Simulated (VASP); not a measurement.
# Mg (Fd-3m) in VASP: single point with PBEsol

Aim: the single point of Mg with PBEsol.

Everything below comes from runs of VASP 6.6.1. Logs are shortened: lines on timing, memory, paths and dates and some standing lists are left out, and cuts for length are marked.

**1. The structure**

The structure is cubic, space group Fd-3m (No. 227). The conventional cell has a = 6.782 Å, b = 6.782 Å, c = 6.782 Å, α = 90.00°, β = 90.00°, γ = 90.00°. Mg (site symmetry -43m) has 4 Mg at 2.94 Å as nearest neighbours.

The cell was built by a generator and needn't be a form met in nature.

**2. Single point, PBEsol**

File INCAR:

```
ALGO     = Normal         # electronic algorithm
EDIFF    = 1E-6           # SCF threshold, eV
ENCUT    = 520            # plane-wave cutoff, eV
GGA      = PS             # functional
ISIF     = 2              # what is computed and relaxed
ISMEAR   = -1             # smearing method
LASPH    = True           # aspherical terms in the spheres
LCHARG   = False          # write CHGCAR
LREAL    = False          # projectors in reciprocal space
LWAVE    = False          # write WAVECAR
NBANDS   = 9              # bands
NELM     = 60             # most SCF steps
PREC     = Accurate       # precision mode
SIGMA    = 0.13605693000000002 # smearing width, eV
```

File KPOINTS:

```
k-points
0
Gamma
  8 8 8
```

File POSCAR:

```
Mg
1.0
    0.0000000000      3.3911824581      3.3911824581
    3.3911824581      0.0000000000      3.3911824581
    3.3911824581      3.3911824581      0.0000000000
Mg
2
Direct
    0.0000000000      0.0000000000      0.0000000000
    0.2500000000      0.2500000000      0.2500000000
```

Potentials or basis: VASP PAW PBE potentials, release 64 (Mg).

Started as:

```sh
cat potpaw_PBE.64/Mg/POTCAR > POTCAR
mpirun -np 1 vasp_std > vasp.out
```

OUTCAR:

```text
EDIFF = 1E-6
   ENCUT = 520
   GGA = PS
   ISIF = 2
   ISMEAR = -1
   LASPH = True
   LREAL = False
   NELM = 60
   PREC = Accurate

 ion  position               nearest neighbor table
   1  0.000  0.000  0.000-   2 2.94   2 2.94   2 2.94   2 2.94
   2  0.250  0.250  0.250-   1 2.94   1 2.94   1 2.94   1 2.94

  LATTYP: Found a face centered cubic cell.
 ALAT       =     6.7823649162

  Lattice vectors:

 A1 = (   0.0000000000,   3.3911824581,   3.3911824581)
 A2 = (   3.3911824581,   0.0000000000,   3.3911824581)
 A3 = (   3.3911824581,   3.3911824581,   0.0000000000)

Analysis of symmetry for initial positions (statically):
=====================================================================
 Subroutine PRICEL returns:
 Original cell was already a primitive cell.

 Routine SETGRP: Setting up the symmetry group for a
 face centered cubic supercell.

 Subroutine GETGRP returns: Found 48 space group operations
 (whereof 24 operations were pure point group operations)
 out of a pool of 48 trial point group operations.

The static configuration has the point symmetry T_d .
 The point group associated with its full space group is O_h .

Analysis of symmetry for dynamics (positions and initial velocities):
=====================================================================
 Subroutine PRICEL returns:
 Original cell was already a primitive cell.

 Routine SETGRP: Setting up the symmetry group for a
 face centered cubic supercell.

 Subroutine GETGRP returns: Found 48 space group operations
 (whereof 24 operations were pure point group operations)
 out of a pool of 48 trial point group operations.

The dynamic configuration has the point symmetry T_d .
 The point group associated with its full space group is O_h .

 Subroutine INISYM returns: Found 48 space group operations
 (whereof 24 operations are pure point group operations),
 and found     1 'primitive' translations

----------------------------------------------------------------------------------------

                                     Primitive cell

  volume of cell :      77.9980

  direct lattice vectors                    reciprocal lattice vectors
     0.000000000  3.391182458  3.391182458    -0.147441197  0.147441197  0.147441197
     3.391182458  0.000000000  3.391182458     0.147441197 -0.147441197  0.147441197
     3.391182458  3.391182458  0.000000000     0.147441197  0.147441197 -0.147441197

  length of vectors
[... 87 lines left out ...]
   NFREE  =      0    steps in history (QN), initial steepest desc. (CG)
   ISIF   =      2    stress and relaxation
   ISYM   =      2    0-nonsym 1-usesym 2-fastsym
   POTIM  = 0.5000    time-step for ionic-motion
   TEBEG  =    0.0;   TEEND  =   0.0 temperature during run
   PSTRESS=    0.0 pullay stress
   NELECT =       4.0000    total number of electrons
   NUPDOWN=      -1.0000    fix difference up-down
   EMIN   =  10.00;   EMAX   =-10.00  energy-range for DOS
   EFERMI =   0.00;   METHOD = LEGACY
   ISMEAR =    -1;   SIGMA  =   0.14  broadening in eV -4-tet -1-fermi 0-gaus
   EFERMI_NEDOS =   21; number of points for ismear=-14 and -15
   IALGO  =     38    algorithm
   IMIX   =      4    mixing-type and parameters
     AMIX     =   0.40;   BMIX     =  1.00
     AMIX_MAG =   1.60;   BMIX_MAG =  1.00
  volume/ion in A,a.u.               =      39.00       263.18
  Fermi-wavevector in a.u.,A,eV,Ry     =   0.608229  1.149386  5.033371  0.369942
  Thomas-Fermi vector in A             =   1.662981
   LORBIT       =      0    0 simple, 1 ext, 2 COOP (PROOUT), +10 PAW based schemes
   GGA     = PS    functional components
   LHFCALC =     F    Hartree Fock is set to
   AEXX    =    0.0000 exact exchange contribution
   IVDW    =     0    specifies the selected vdW correction
   LEPSILON=     F    determine dielectric tensor
   LRPA    =     F    only Hartree local field effects (RPA)
 non-spin polarized calculation
  energy-cutoff  :      520.00
  volume of cell :       78.00
 maximum number of plane-waves:      2120
   NGX = 17   NGY = 17   NGZ = 17

 number of electron       4.0000000 magnetization

 Free energy of the ion-electron system (eV)
  ---------------------------------------------------
  ext. energy  EPLUGINS =         0.00000000
  ---------------------------------------------------
  free energy    TOTEN  =        -1.82516274 eV

  energy without entropy =       -1.74982228  energy(sigma->0) =       -1.78749251

 E-fermi :   0.1647     XC(G=0):  -6.8476

 val. band max:        0.1546113231   @ k =  -0.3750   0.2500   0.0000
 cond. band min:       0.2338181377   @ k =  -0.2500   0.2500   0.0000
 fundamental gap:      0.0792068145
 Fermi energy:         0.1646625935

 k-point     1 :       0.0000    0.0000    0.0000
  band No.  band energies     occupation
      1      -4.8722      2.00000
      2       3.4364      0.00000
      3       3.4364      0.00000
      4       3.4364      0.00000
      5       4.4808      0.00000
      6       4.4808      0.00000
      7       4.4808      0.00000
      8       6.1658      0.00000
      9       6.9994      0.00000
[... 265 lines left out ...]
 k-point    24 :      -0.3750    0.2500    0.1250
  band No.  band energies     occupation
      1      -2.6893      2.00000
      2      -1.5104      1.99999
      3       0.7045      0.03713
      4       1.5340      0.00009
      5       4.3984      0.00000
      6       4.7618      0.00000
      7       6.7018      0.00000
      8       7.4541      0.00000
      9       7.6510      0.00000

 [... further k-points ...]

------------------------ aborting loop because EDIFF is reached ----------------------------------------

  FORCE on cell =-STRESS in cart. coord.  units (eV):
  Direction    XX          YY          ZZ          XY          YZ          ZX
  --------------------------------------------------------------------------------------
  -------------------------------------------------------------------------------------
  Total       -0.0025860     -0.0025860     -0.0025860      0.0000000      0.0000000      0.0000000
  in kB       -0.0531194     -0.0531194     -0.0531194      0.0000000      0.0000000      0.0000000
  external PRESSURE =      -0.0531194 kB  Pullay stress =       0.0000000 kB

 VOLUME and BASIS-vectors are now :
 -----------------------------------------------------------------------------
  energy-cutoff  :      520.00
  volume of cell :       78.00
      direct lattice vectors                 reciprocal lattice vectors
     0.000000000  3.391182458  3.391182458    -0.147441197  0.147441197  0.147441197
     3.391182458  0.000000000  3.391182458     0.147441197 -0.147441197  0.147441197
     3.391182458  3.391182458  0.000000000     0.147441197  0.147441197 -0.147441197

 POSITION                                       TOTAL-FORCE (eV/Angst)
 -----------------------------------------------------------------------------------
      0.00000      0.00000      0.00000        -0.000000     -0.000000     -0.000000
      1.69559      1.69559      1.69559         0.000000      0.000000      0.000000
 -----------------------------------------------------------------------------------
    total drift:                                0.000000      0.000000      0.000000

  FREE ENERGIE OF THE ION-ELECTRON SYSTEM (eV)
  ---------------------------------------------------
  free  energy   TOTEN  =        -1.8251627363 eV

  energy  without entropy=       -1.7498222756  energy(sigma->0) =       -1.78749251
```

OSZICAR:

```text
N       E                     dE             d eps       ncg     rms          rms(c)
DAV:   1     0.832171918515E+00    0.83217E+00   -0.12811E+03   522   0.300E+02
DAV:   2    -0.178118618522E+01   -0.26134E+01   -0.25239E+01   706   0.244E+01
DAV:   3    -0.183274835483E+01   -0.51562E-01   -0.51345E-01   635   0.300E+00
DAV:   4    -0.183301818302E+01   -0.26983E-03   -0.26982E-03   696   0.234E-01
DAV:   5    -0.183302006355E+01   -0.18805E-05   -0.18805E-05   671   0.176E-02    0.611E-01
DAV:   6    -0.182860679267E+01    0.44133E-02   -0.33577E-03   636   0.188E-01    0.392E-01
DAV:   7    -0.182509042270E+01    0.35164E-02   -0.12010E-02   591   0.352E-01    0.312E-02
DAV:   8    -0.182516084622E+01   -0.70424E-04   -0.28526E-04   634   0.784E-02    0.562E-03
DAV:   9    -0.182516340458E+01   -0.25584E-05   -0.25190E-06   658   0.705E-03    0.149E-03
DAV:  10    -0.182516273625E+01    0.66833E-06   -0.77940E-08   367   0.124E-03
   1 F= -.18251627E+01 E0= -.17874925E+01  d E =-.753405E-01
```

stdout:

```text
POSCAR found type information on POSCAR Mg
 POSCAR found :  1 types and       2 ions
 scaLAPACK will be used
 -----------------------------------------------------------------------------
|                                                                             |
|                                                                             |
|     You enforced a specific xc type in the INCAR file but a different       |
|     I HOPE YOU KNOW WHAT YOU ARE DOING!                                     |
|                                                                             |
 -----------------------------------------------------------------------------

 LDA part: xc-table for (Slater+PW92), standard interpolation
 POSCAR, INCAR and KPOINTS ok, starting setup
 FFT: planning ... GRIDC
 FFT: planning ... GRID_SOFT
 FFT: planning ... GRID
 WAVECAR not read
 entering main loop
```

Run time: 7.9 s. Hardware: 1 thread of Intel Xeon 6975P-C (Granite Rapids), shared host; peak memory 0.19 GiB.

What came out:

```
Free energy            : -1.8252 eV
Pressure               : 0.0 GPa
Band gap on the k mesh : none (metal or under the smearing width)
```

Levels at points of the mesh, in eV from the Fermi level:
```csv
k point,band 1,band 2,band 3,band 4,band 5,band 6
"(0.00, 0.00, 0.00)",-5.04,3.27,3.27,3.27,4.32,4.32
"(0.50, 0.00, 0.00)",-3.23,-1.97,2.39,2.39,3.95,4.39
"(0.50, 0.50, 0.00)",-2.06,-2.06,0.99,0.99,2.43,2.43
```

Caveat: the PAW data sets were made with another functional, which shifts forces and pressure a little.
